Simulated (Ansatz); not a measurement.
# AlAs (zincblende type): the cost of one run

Method: DFT, PBE, PAW with Ansatz's default frozen-core files, scalar-relativistic, in Ansatz 0.2.0.

### 1 The system as given

The structure is cubic, space group F-43m (No. 216). Conventional cell: a = 5.786 Å, b = 5.786 Å, c = 5.786 Å, α = 90.00°, β = 90.00°, γ = 90.00°. Al (site symmetry -43m) is surrounded by 4 As at 2.51 Å. Around As (site symmetry -43m) lie 4 Al at 2.51 Å.

As a file:

```
Al As
1.0
     0.00000    2.89297    2.89297
     2.89297    0.00000    2.89297
     2.89297    2.89297    0.00000
Al As
1 1
Direct
  0.00000 0.00000 0.00000
  0.25000 0.25000 0.25000
```

Atoms are numbered in the order of the input: Al1, As2.

### 2 Bulk cell relaxed, PAW

The input, input.yaml:

```yaml
crystal:
  lattice:
    - [0.0, 2.892969766, 2.892969766]
    - [2.892969766, 0.0, 2.892969766]
    - [2.892969766, 2.892969766, 0.0]
  atoms:
    - { symbol: Al, position: [0.0, 0.0, 0.0] }
    - { symbol: As, position: [0.25, 0.25, 0.25] }
kpoints:
  mp_grid: { grid: [10, 10, 10] }
scf:
  occupations: { method: fermi_dirac, width: 0.02 }
hamiltonian:
  xc: pbe
  pseudopotentials: { kind: paw }
output:
  forces: true
  stress: true
  write_density: true
  write_potential: true
  elf: true
  volumetric_format: npy
relax:
  f_tol: 0.005
  max_steps: 40
  cell: {}
```

Run with:

```console
$ ansatz run input.yaml --threads 2 --pin off --max-ram 4096MiB --backend cpu --events-out ev --progress --plain --runs-dir out
```

**Question.** How long does this run take on 2 threads of Intel Xeon 6975P-C (Granite Rapids), shared host, and how much memory does it need?

About 4.2 s, with a peak of 0.42 GiB.
